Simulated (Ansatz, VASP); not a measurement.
## One calculation of SiC, two programs

File POSCAR:

```
SiC
1.0
    3.0125764188      0.0000000000      0.0000000000
   -1.5062882094      2.6089677095      0.0000000000
    0.0000000000      0.0000000000      4.9450571747
Si C
2 2
Direct
    0.3333333333      0.6666666667      0.4995917774
    0.6666666667      0.3333333333      0.9995917774
    0.3333333333      0.6666666667      0.8754082226
    0.6666666667      0.3333333333      0.3754082226
```

The input INCAR.step1:

```
SYSTEM = SiC
PREC     = Accurate       ! precision mode
ENCUT    = 520            ! plane-wave cutoff, eV
ISMEAR   = 0              ! smearing method
SIGMA    = 0.01           ! smearing width, eV
LREAL    = .FALSE.        ! projectors in reciprocal space
LASPH    = .TRUE.         ! aspherical terms in the spheres
NELM     = 80             ! most SCF steps
NBANDS   = 16             ! bands
GGA      = PE             ! functional
ALGO     = Normal         ! electronic algorithm
EDIFF    = 1E-4           ! SCF threshold, eV
LWAVE    = .TRUE.         ! write WAVECAR
LCHARG   = .FALSE.        ! write CHGCAR
```

Contents of INCAR.step2:

```
SYSTEM = SiC
PREC     = Accurate       ! precision mode
ENCUT    = 520            ! plane-wave cutoff, eV
EDIFF    = 1E-6           ! SCF threshold, eV
ISMEAR   = 0              ! smearing method
SIGMA    = 0.01           ! smearing width, eV
LREAL    = .FALSE.        ! projectors in reciprocal space
LASPH    = .TRUE.         ! aspherical terms in the spheres
NELM     = 80             ! most SCF steps
ALGO     = Normal         ! electronic algorithm
ISIF     = 2              ! what is computed and relaxed
LWAVE    = .FALSE.        ! write WAVECAR
LCHARG   = .TRUE.         ! write CHGCAR
METAGGA  = R2SCAN         ! meta-GGA
LMIXTAU  = .TRUE.       
LELF     = .TRUE.         ! ELF
LVHAR    = .TRUE.       
NBANDS   = 16             ! bands
ISTART   = 1
```

The input KPOINTS:

```
regular mesh
0
G
  9 9 4
  0 0 0
```

Input for Ansatz:

```yaml
crystal:
  lattice:
    - [3.0125764188, 0.0, 0.0]
    - [-1.5062882094, 2.6089677095, 0.0]
    - [0.0, 0.0, 4.9450571747]
  atoms:
    - { symbol: Si, position: [0.3333333333, 0.6666666667, 0.4995917774] }
    - { symbol: Si, position: [0.6666666667, 0.3333333333, 0.9995917774] }
    - { symbol: C, position: [0.3333333333, 0.6666666667, 0.8754082226] }
    - { symbol: C, position: [0.6666666667, 0.3333333333, 0.3754082226] }
kpoints:
  mp_grid: { grid: [9, 9, 4] }
hamiltonian:
  xc: r2scan
scf:
  occupations: { method: fixed }
  n_extra_bands: 5
output:
  forces: true
  stress: true
  eigenvalues: true
```

Alike in both runs: task single point; functional r2SCAN; k mesh 9 × 9 × 4; no spin polarisation.

|  | VASP | Ansatz |
| --- | --- | --- |
| version | VASP 6.6.1 | Ansatz 0.2.0 |
| potentials or method | VASP PAW PBE potentials, release 64 (Si, C) | plane waves, PAW |
| plane-wave cutoff (eV) | 520 | 500 |
| occupations | gaussian, width 0.01 eV | fixed |
| valence electrons in the cell | 16 | 16 |

Ansatz gave:

| Quantity | Value |
| --- | --- |
| gap on the k mesh at the Fermi level (eV) | 2.56 |
| pressure (GPa) | 15.9 |
| largest component of the traceless stress (GPa) | 0.32 |
| rms of the force components (eV/Å) | 0.006 |

Q: Estimate VASP's values.

A: gap on the k mesh at the Fermi level (eV): 2.57; pressure (GPa): 15.6; largest component of the traceless stress (GPa): 0.30; rms of the force components (eV/Å): 0.006.

Atom by atom the forces differ by 0.000 eV/Å (rms over components).

Caveats: so large a pressure means that the cell lies far from this level's equilibrium, or that cutoff or potentials fall short (VASP); the potentials were made for another functional, which shifts forces and pressure (VASP); an odd mesh through Γ misses points on the zone boundary, where band edges often lie. r2SCAN opens gaps a little over a GGA but as a rule still falls short of measured ones.
